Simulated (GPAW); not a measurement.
# How the plane-wave cutoff moves the magnetism of free-standing square Ru monolayer, spacing 3.288 A, part 2 of 2

Aim: see how far moments and order energies of free-standing square Ru monolayer, spacing 3.288 A move with the plane-wave cutoff, and what each rung costs.

GPAW 26.7.0; PBE; plane waves with GPAW's PAW setups, scalar-relativistic.

So far, largest spin moment in the augmentation sphere (μB): step 2 (rung 1 (250 eV), start ferro +) 2.49; step 5 (rung 2 (325 eV), start antiferro q=(0,1/2,0) +-) 2.30; step 6 (rung 3 (400 eV), start ferro +) 2.51; step 7 (rung 3 (400 eV), start antiferro q=(0,1/2,0) +-) 2.30; step 8 (rung 4 (500 eV), start ferro +) 2.51.

## (9) Rung 4 (500 eV), start antiferro q=(0,1/2,0) +-

File order2.py:

```python
import json
import numpy as np
from ase import Atoms
from ase.parallel import paropen, parprint
from gpaw import GPAW

atoms = Atoms(['Ru', 'Ru'],
    cell=[[3.288, 0.0, 0.0],
         [0.0, 6.576, 0.0],
         [0.0, 0.0, 14.0]],
    scaled_positions=[[0.0, 0.0, 0.5],
         [0.0, 0.5, 0.5]],
    pbc=True,
    magmoms=[1.5, -1.5])
atoms.calc = GPAW(mode={'name': 'pw', 'ecut': 500},
    xc='PBE',
    kpts={'size': (8, 4, 1), 'gamma': True},
    occupations={'name': 'fermi-dirac', 'width': 0.005},
    convergence={'density': 1e-05, 'energy': 1e-05},
    maxiter=200,
    symmetry={'tolerance': 1e-4},
    txt='order2.txt')
e = atoms.get_potential_energy(force_consistent=True)
res = {'free_energy': e, 'energy_sigma0': atoms.get_potential_energy(), 'fermi_energy': atoms.calc.get_fermi_level()}
res['moments'] = atoms.get_magnetic_moments().tolist()
res['total'] = atoms.get_magnetic_moment()
parprint('site moments (muB):', np.round(res['moments'], 3))
parprint(f"total moment: {res['total']:.3f} muB")
parprint(f'free energy: {e:.6f} eV')
atoms.calc.write('order2.gpw')
with paropen('results.json', 'w') as f:
    json.dump(res, f)
```

Started as:

```bash
$ OMP_NUM_THREADS=1 python3 order2.py > order2.log
```

What it wrote:

```text
site moments (muB): [ 2.306 -2.306]
total moment: -0.000 muB
free energy: -9.131108 eV

--- order2.txt ---
Input parameters:
  mode=PW(ecut=500),
  convergence={'density': 1e-05, 'energy': 1e-05},
  kpts=MonkhorstPack(size=(8, 4, 1), gamma=True),
  maxiter=200,
  occupations=Occupations(name='fermi-dirac', width=0.005),
  symmetry=Symmetry(tolerance=0.0001),
  xc=XC(name='PBE')

Diagonalizing LCAO Hamiltonian
[...]
|          9 |        -5.034 |     1.000 |        -5.034 |     1.000 |
|         10 |        -4.728 |     1.000 |        -4.728 |     1.000 |
[...]
|         20 |        -1.003 |     0.000 |        -1.003 |     0.000 |
|         21 |        -0.002 |     0.000 |        -0.002 |     0.000 |
|         22 |         1.381 |     0.000 |         1.381 |     0.000 |
|         23 |         2.163 |     0.000 |         2.163 |     0.000 |

No gap
No difference between direct/indirect transitions


[key lines of the parts left out:]
Free energy:      -9.131108
Converged in 30 steps
dipole moment: (-22.508071, -22.508068, 0.000003)  # |e|*Ang
Fermi level: -2.787
```

Run time: 2.9 min. Hardware: 1 MPI rank of Intel Xeon Platinum 8559C (Emerald Rapids), shared host; peak memory 0.37 GiB.

Numbers from this step:

* magnetization: 0 μB
* final state: antiferromagnetic
* largest moment: 2.306 μB

This start lies +129.3 meV a seeded atom from the first, a change of -0.1 meV since rung 3; its largest moment is 2.31 μB.

## (10) Rung 5 (650 eV), start ferro +

File order1.py:

```python
import json
import numpy as np
from ase import Atoms
from ase.parallel import paropen, parprint
from gpaw import GPAW

atoms = Atoms(['Ru'],
    cell=[[3.288, 0.0, 0.0],
         [0.0, 3.288, 0.0],
         [0.0, 0.0, 14.0]],
    scaled_positions=[[0.0, 0.0, 0.5]],
    pbc=True,
    magmoms=[1.5])
atoms.calc = GPAW(mode={'name': 'pw', 'ecut': 650},
    xc='PBE',
    kpts={'size': (8, 8, 1), 'gamma': True},
    occupations={'name': 'fermi-dirac', 'width': 0.005},
    convergence={'density': 1e-05, 'energy': 1e-05},
    maxiter=200,
    symmetry={'tolerance': 1e-4},
    txt='order1.txt')
e = atoms.get_potential_energy(force_consistent=True)
res = {'free_energy': e, 'energy_sigma0': atoms.get_potential_energy(), 'fermi_energy': atoms.calc.get_fermi_level()}
res['moments'] = atoms.get_magnetic_moments().tolist()
res['total'] = atoms.get_magnetic_moment()
parprint('site moments (muB):', np.round(res['moments'], 3))
parprint(f"total moment: {res['total']:.3f} muB")
parprint(f'free energy: {e:.6f} eV')
atoms.calc.write('order1.gpw')
with paropen('results.json', 'w') as f:
    json.dump(res, f)
```

Started as:

```bash
$ OMP_NUM_THREADS=1 python3 order1.py > order1.log
```

What it wrote:

```text
site moments (muB): [2.513]
total moment: 2.847 muB
free energy: -4.709418 eV

--- order1.txt ---
Input parameters:
  mode=PW(ecut=650),
  convergence={'density': 1e-05, 'energy': 1e-05},
  kpts=MonkhorstPack(size=(8, 8, 1), gamma=True),
  maxiter=200,
  occupations=Occupations(name='fermi-dirac', width=0.005),
  symmetry=Symmetry(tolerance=0.0001),
  xc=XC(name='PBE')

Diagonalizing LCAO Hamiltonian
[...]
|          3 |       -45.607 |     1.000 |       -43.770 |     1.000 |
|          4 |        -5.807 |     1.000 |        -5.142 |     1.000 |
[...]
|          9 |        -3.552 |     1.000 |        -1.381 |     0.000 |
|         10 |        -1.221 |     0.000 |        -0.707 |     0.000 |
|         11 |         1.276 |     0.000 |         1.444 |     0.000 |
|         12 |         2.470 |     0.000 |         2.652 |     0.000 |

No gap
No difference between direct/indirect transitions


[key lines of the parts left out:]
Free energy:      -4.709418
Converged in 16 steps
dipole moment: (-11.254351, -11.254351, 0.000001)  # |e|*Ang
Fermi level: -2.713
```

Elapsed: 29 s, on 1 MPI rank; peak memory 0.26 GiB.

Read from the output:

```yaml
magnetization: 2.847 μB
final_state: ferromagnetic
largest_moment: 2.513 μB
```

The largest moment is that of rung 4, at 1.3 times its CPU time.

## (11) Rung 5 (650 eV), start antiferro q=(0,1/2,0) +-

order2.py is the script of step 9 with these lines changed:

```diff
@@ -14,3 +14,3 @@
     magmoms=[1.5, -1.5])
-atoms.calc = GPAW(mode={'name': 'pw', 'ecut': 500},
+atoms.calc = GPAW(mode={'name': 'pw', 'ecut': 650},
     xc='PBE',
```

Started as:

```bash
$ OMP_NUM_THREADS=1 python3 order2.py > order2.log
```

What it wrote:

```text
site moments (muB): [ 2.307 -2.307]
total moment: -0.000 muB
free energy: -9.160271 eV

--- order2.txt ---
Input parameters:
  mode=PW(ecut=650),
  convergence={'density': 1e-05, 'energy': 1e-05},
  kpts=MonkhorstPack(size=(8, 4, 1), gamma=True),
  maxiter=200,
  occupations=Occupations(name='fermi-dirac', width=0.005),
  symmetry=Symmetry(tolerance=0.0001),
  xc=XC(name='PBE')

Diagonalizing LCAO Hamiltonian
[...]
|          9 |        -5.035 |     1.000 |        -5.035 |     1.000 |
|         10 |        -4.728 |     1.000 |        -4.728 |     1.000 |
[...]
|         20 |        -1.003 |     0.000 |        -1.003 |     0.000 |
|         21 |        -0.003 |     0.000 |        -0.003 |     0.000 |
|         22 |         1.383 |     0.000 |         1.383 |     0.000 |
|         23 |         2.163 |     0.000 |         2.163 |     0.000 |

No gap
No difference between direct/indirect transitions


[key lines of the parts left out:]
Free energy:      -9.160271
Converged in 18 steps
dipole moment: (-22.509605, -22.509605, 0.000003)  # |e|*Ang
Fermi level: -2.787
```

Wall time 2.1 min (1 MPI rank); peak memory 0.47 GiB.

Numbers from this step:

```yaml
magnetization: 0 μB
final_state: antiferromagnetic
largest_moment: 2.307 μB
```

This start lies +129.3 meV a seeded atom from the first, a change of -0.0 meV since rung 4; its largest moment is 2.31 μB.

## (12) Rung 6 (800 eV), start ferro +

order1.py is the script of step 10 with these lines changed:

```diff
@@ -13,3 +13,3 @@
     magmoms=[1.5])
-atoms.calc = GPAW(mode={'name': 'pw', 'ecut': 650},
+atoms.calc = GPAW(mode={'name': 'pw', 'ecut': 800},
     xc='PBE',
```

Started as:

```bash
$ OMP_NUM_THREADS=1 python3 order1.py > order1.log
```

What it wrote:

```text
site moments (muB): [2.513]
total moment: 2.847 muB
free energy: -4.710740 eV

--- order1.txt ---
Input parameters:
  mode=PW(ecut=800),
  convergence={'density': 1e-05, 'energy': 1e-05},
  kpts=MonkhorstPack(size=(8, 8, 1), gamma=True),
  maxiter=200,
  occupations=Occupations(name='fermi-dirac', width=0.005),
  symmetry=Symmetry(tolerance=0.0001),
  xc=XC(name='PBE')

Diagonalizing LCAO Hamiltonian
[...]
|          3 |       -45.607 |     1.000 |       -43.770 |     1.000 |
|          4 |        -5.807 |     1.000 |        -5.142 |     1.000 |
[...]
|          9 |        -3.552 |     1.000 |        -1.381 |     0.000 |
|         10 |        -1.221 |     0.000 |        -0.707 |     0.000 |
|         11 |         1.275 |     0.000 |         1.444 |     0.000 |
|         12 |         2.469 |     0.000 |         2.651 |     0.000 |

No gap
No difference between direct/indirect transitions


[key lines of the parts left out:]
Free energy:      -4.710740
Converged in 16 steps
dipole moment: (-11.254407, -11.254407, 0.000001)  # |e|*Ang
Fermi level: -2.713
```

Wall time 53 s (1 MPI rank); peak memory 0.34 GiB.

This step gave:

| Item | Value |
| --- | --- |
| magnetization | 2.847 μB |
| final state | ferromagnetic |
| largest moment | 2.513 μB |

The largest moment is that of rung 5, at 1.8 times its CPU time.

## (13) Rung 6 (800 eV), start antiferro q=(0,1/2,0) +-

order2.py is the script of step 11 with these lines changed:

```diff
@@ -14,3 +14,3 @@
     magmoms=[1.5, -1.5])
-atoms.calc = GPAW(mode={'name': 'pw', 'ecut': 650},
+atoms.calc = GPAW(mode={'name': 'pw', 'ecut': 800},
     xc='PBE',
```

Started as:

```bash
$ OMP_NUM_THREADS=1 python3 order2.py > order2.log
```

What it wrote:

```text
site moments (muB): [ 2.307 -2.307]
total moment: 0.000 muB
free energy: -9.162942 eV

--- order2.txt ---
Input parameters:
  mode=PW(ecut=800),
  convergence={'density': 1e-05, 'energy': 1e-05},
  kpts=MonkhorstPack(size=(8, 4, 1), gamma=True),
  maxiter=200,
  occupations=Occupations(name='fermi-dirac', width=0.005),
  symmetry=Symmetry(tolerance=0.0001),
  xc=XC(name='PBE')

Diagonalizing LCAO Hamiltonian
[...]
|          9 |        -5.035 |     1.000 |        -5.035 |     1.000 |
|         10 |        -4.728 |     1.000 |        -4.728 |     1.000 |
[...]
|         20 |        -1.003 |     0.000 |        -1.003 |     0.000 |
|         21 |        -0.003 |     0.000 |        -0.003 |     0.000 |
|         22 |         1.382 |     0.000 |         1.382 |     0.000 |
|         23 |         2.163 |     0.000 |         2.163 |     0.000 |

No gap
No difference between direct/indirect transitions


[key lines of the parts left out:]
Free energy:      -9.162942
Converged in 18 steps
dipole moment: (-22.509729, -22.509732, 0.000003)  # |e|*Ang
Fermi level: -2.787
```

Run time: 3.2 min. Hardware: 1 MPI rank; peak memory 0.63 GiB.

This step gave:

```yaml
magnetization: 0 μB
final_state: antiferromagnetic
largest_moment: 2.307 μB
```

This start lies +129.3 meV a seeded atom from the first, a change of -0.0 meV since rung 5; its largest moment is 2.31 μB.

## (14) The rungs together

Ladder, by row:

| rung | cutoff (eV) | state from the first start | state from the second start | second less first (meV a seeded atom) | moment, first (μB) | moment, second (μB) | CPU time (s) |
| --- | --- | --- | --- | --- | --- | --- | --- |
| 1 | 250 | ferromagnetic | antiferromagnetic | 126.1 | 2.49 | 2.272 | 35.55 |
| 2 | 325 | ferromagnetic | antiferromagnetic | 128.9 | 2.503 | 2.297 | 46.72 |
| 3 | 400 | ferromagnetic | antiferromagnetic | 129.4 | 2.512 | 2.303 | 59.04 |
| 4 | 500 | ferromagnetic | antiferromagnetic | 129.3 | 2.513 | 2.306 | 194.9 |
| 5 | 650 | ferromagnetic | antiferromagnetic | 129.3 | 2.513 | 2.307 | 154.1 |
| 6 | 800 | ferromagnetic | antiferromagnetic | 129.3 | 2.513 | 2.307 | 245.5 |

## (15) Outcome

```
range of the moment in the table, first start             : 2.49 to 2.51 μB
range of CPU time                                         : 36 s to 4.1 min
range of the energy difference                            : 126 to 129 meV a seeded atom
first rung from which all stay within 6.5 meV of the last : 1
```

What this shows: From rung 1 on the result stays within 3.2 meV of the last rung, inside the margin of 6.5 meV set for it, at 14 % of the last rung's cost. The first start ends lower on every rung of the table; whether functional and cell give the true order is another question.

[Logs and program files are shortened in this print: banners, set-up blocks, solver, clock and traceback lines can be left out without a mark of their own.]

[Logs are printed without paths, hosts, clocks, repeated set-up lines and the standing remarks that a program may print on its own settings, such as how far it seeks lower states.]

[Hosts, paths, dates, database ids (printed as entryN), source tags and the programs' standing remarks are cut or masked in the printed files.]

[Where a cell is said to come from a database of computed structures, the database is the Materials Project.]
